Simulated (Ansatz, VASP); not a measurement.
**One calculation of W, two programs**

```xyz
4
Lattice="3.1836 0.0000 0.0000 0.0000 3.1836 0.0000 0.0000 0.0000 19.7753" Properties=species:S:1:pos:R:3 pbc="T T T"
W     1.5918    1.5918    7.5000
W     0.0000    0.0000    9.0918
W     1.5918    1.5918   10.6836
W     0.0000    0.0000   12.2753
```

Alike in both runs: task single point; functional PBE; k mesh 11 × 11 × 1; occupations gaussian, width 0.1 eV; no spin polarisation.

```csv
,VASP,Ansatz
version,VASP 6.6.1,Ansatz 0.2.0
potentials or method,"VASP PAW PBE potentials, release 64 (W_sv)","scalar-relativistic, plane waves, PAW"
plane-wave cutoff (eV),520,420
valence electrons in the cell,56,56
```

Ansatz gave:

```
gap on the k mesh at the Fermi level (eV) : none
rms of the force components (eV/Å)        : 1.112
```

Task: What did VASP give for the same quantities?

Result: gap on the k mesh at the Fermi level (eV): none; rms of the force components (eV/Å): 1.108.

Atom by atom the forces differ by 0.013 eV/Å (rms over components). A gap of «none» marks a metal or a gap that the smearing closes. Ansatz warned: «xc_potential_rough_in_thin_density».

Spin-orbit coupling is left out, which matters for the levels of W.
